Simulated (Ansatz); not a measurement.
# What moves the field gradients of BaH2?

Cell of run 1: a Materials Project structure (computed, not necessarily an observed phase), taken as it stands.

Space group Pnma (No. 62); a = 6.8428, b = 4.1783, c = 7.8908 Å.

```
site  Wyckoff  site symmetry       x       y       z
  Ba       4c            .m.  0.7605  0.2500  0.3871
  H5       4c            .m.  0.5282  0.2500  0.6808
  H9       4c            .m.  0.3549  0.7500  0.9284
```

One atom of each set is listed.

All runs are DFT with Ansatz 0.2.0 (plane waves and PAW, scalar-relativistic unless spin–orbit coupling is named, Γ-centred meshes, Fermi–Dirac smearing where given) in this cell.

Run 1: PBE, gradients read without the response of the cores, atoms as given; 420 eV, 4×7×4 k-points, smearing 0.02 eV.
Run 2: r2SCAN, gradients read without the response of the cores, atoms as given; 500 eV, 4×7×4 k-points, smearing 0.02 eV.
Run 3: PBE with spin–orbit coupling, gradients read without the response of the cores, atoms as given; 420 eV, 4×7×4 k-points, smearing 0.02 eV.

```tsv
run	Ba V_zz (η)
1	4.95 (0.88)
2	5.10 (0.84)
3	?
```

V_zz in 10²¹ V/m²; 1 of the 3 sets of like atoms are followed.

(1) Estimate the row of run 3.

## Answers

(1) Ba: 4.97 (0.88). It lies nearest to run 1, from whose tensors on these sites it differs by 0.02 at most (largest principal value of the difference). Taken one at a time, the functional (r2SCAN with its higher cutoff) moves the tensors on these sites by up to 0.15 (largest principal value of the change, on Ba), spin–orbit coupling by 0.02.
